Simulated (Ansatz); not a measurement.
# Pb: energy change per atom and pressure as volume scale varies

Plane-wave DFT, scalar-relativistic PAW made under PBE with cores redone for the functional, no dispersion; the given relaxed cell is scaled uniformly, energy at zero smearing counts from the unscaled cell, pressure at the given Fermi-Dirac smearing is positive in compression. The results are calculated, by Ansatz 0.2.0.

The cell before it is scaled or strained (space group Fd-3m, No. 227):
```
CELL_PARAMETERS angstrom
0.00000 3.56980 3.56980
3.56980 0.00000 3.56980
3.56980 3.56980 0.00000
ATOMIC_POSITIONS crystal
Pb 0.12500 0.12500 0.12500
Pb 0.87500 0.87500 0.87500
```

Settings of every row: spin polarised no; functional revPBE; wave cutoff 420 eV; smearing width 0.1 eV; k mesh 9x9x9.

Atom starting moment: 0 on all atoms.

Limits: no spin-orbit coupling, which can matter with elements this heavy; the cell comes from a prototype or a list of computed structures and needn't be the stable phase.

```
row  volume scale  V (Å³/atom)  energy change per atom (meV)  pressure (GPa)
  1          0.88       40.033                         55.88            3.87
  2          0.92       41.852                             ?               ?
  3          0.96       43.672                          4.54            0.98
  4          1.04       47.311                           5.7           -0.83
  5          1.08       49.131                         19.52           -1.47
  6          1.12       50.951                         39.77           -1.97
```

Question: what energy change per atom and pressure should row 2 give?

Worked fit of energy change per atom. Take u = (V_r/V)^(2/3) − 1 with V_r = 47.311 Å³ an atom, which is twice the finite (Eulerian) strain; such expansions in the strain, on which the Birch-Murnaghan equation of state is built, carry the rest volume and the bulk modulus. The shown rows have u = 0.1178, 0.05481, 0, -0.02485, -0.04821. Least squares give energy change per atom = 5.38 − 386.429 × u + 6910.26 × u² meV; a straight line predicts inner rows, each left out in turn, worse (root mean square 23 against 0.7 meV). The rows lie off it by 0.13, -0.42, 0.32, 0.27, -0.30 (root mean square 0.3 meV). The withheld row has u = 0.08517, so the fit gives 5.38 − 386.429 × (0.08517) + 6910.26 × (0.08517)² = 22.59 meV.

The calculation gave 22.03 meV. The fit lies 0.56 meV (2.5 % of the value, 1.1 % of the column's range) above it; its largest miss of a shown row is 0.42 meV.

Worked fit of pressure. Take u = (V_r/V)^(2/3) − 1 with V_r = 47.311 Å³ an atom, which is twice the finite (Eulerian) strain; such expansions in the strain, on which the Birch-Murnaghan equation of state is built, carry the rest volume and the bulk modulus. The shown rows have u = 0.1178, 0.05481, 0, -0.02485, -0.04821. Least squares give pressure = −0.844 + 28.023 × u + 101.48 × u² GPa; a straight line predicts inner rows, each left out in turn, worse (root mean square 0.34 against 0.028 GPa). The rows lie off it by 0.00, -0.02, 0.01, 0.01, -0.01. The pressure vanishes at u = 0.0274, or V = 45.43 Å³ an atom, and there the bulk modulus at fixed shape and fractions is B = −V dP/dV = (2/3)(1 + u) dP/du = 23 GPa. The withheld row has u = 0.08517, so the fit gives −0.844 + 28.023 × (0.08517) + 101.48 × (0.08517)² = 2.28 GPa.

The calculation gave 2.26 GPa. The fit lies 0.02 GPa (0.34 % of the column's range) above it; its largest miss of a shown row is 0.02 GPa.
